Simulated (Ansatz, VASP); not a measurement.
This is a calculation of BiTe for Ansatz 0.2.0.

Contents of input.yaml:

```yaml
crystal:
  lattice:
    - [0.0, 3.2984474805, 3.2984474805]
    - [3.2984474805, 0.0, 3.2984474805]
    - [3.2984474805, 3.2984474805, 0.0]
  atoms:
    - { symbol: Bi, position: [0.0, 0.0, 0.0] }
    - { symbol: Te, position: [0.5, 0.5, 0.5] }
hamiltonian:
  xc: pbe
  pseudopotentials: { kind: paw }
kpoints:
  mp_grid: { grid: [7, 7, 7] }
scf:
  occupations: { method: fermi_dirac, width: 0.05 }
output:
  forces: true
  stress: true
  eigenvalues: true
```

Potentials or basis: Ansatz PAW.

Command:

```bash
$ ansatz run input.yaml --threads 1 --pin off --max-ram 3584MiB --backend cpu --events-out ev --progress --plain --runs-dir out
```

Q: Translate it to VASP 6.6.1. Potentials there: VASP PAW PBE potentials, release 64 (Bi_d, Te).

A: As run (the cutoff follows the program's own potentials):

INCAR

```
  PREC = Accurate
  ENCUT = 520
  EDIFF = 1E-7
  ISMEAR = -1
  SIGMA = 0.05
  LREAL = False
  LASPH = True
  NELM = 80
  ALGO = Normal
  ISIF = 2
  LWAVE = False
  LCHARG = False
  GGA = PE
  NBANDS = 18
```

Contents of KPOINTS:

```
regular mesh
0
Gamma
  7 7 7
```

The input POSCAR:

```
BiTe
1.0
    0.0000000000      3.2984474805      3.2984474805
    3.2984474805      0.0000000000      3.2984474805
    3.2984474805      3.2984474805      0.0000000000
Bi Te
1 1
Direct
    0.0000000000      0.0000000000      0.0000000000
    0.5000000000      0.5000000000      0.5000000000
```

Potentials or basis: VASP PAW PBE potentials, release 64 (Bi_d, Te).

Launch:

```bash
$ cat potpaw_PBE.64/Bi_d/POTCAR potpaw_PBE.64/Te/POTCAR > POTCAR
$ mpirun -np 1 vasp_std > vasp.out
```

Both were run:

|  | VASP | Ansatz | Ansatz less VASP |
| --- | --- | --- | --- |
| gap on the k mesh at the Fermi level (eV) | none | none | - |
| pressure (GPa) | -1.7 | -1.7 | +0.06 |

A gap of «none» marks a metal or a gap that the smearing closes. The functional is the same, so the differences come from potentials, cutoffs and numerics. The two sets of potentials don't hold the same shells in valence.

Caveats: spin-orbit coupling is left out, which moves the levels of the heavy elements.
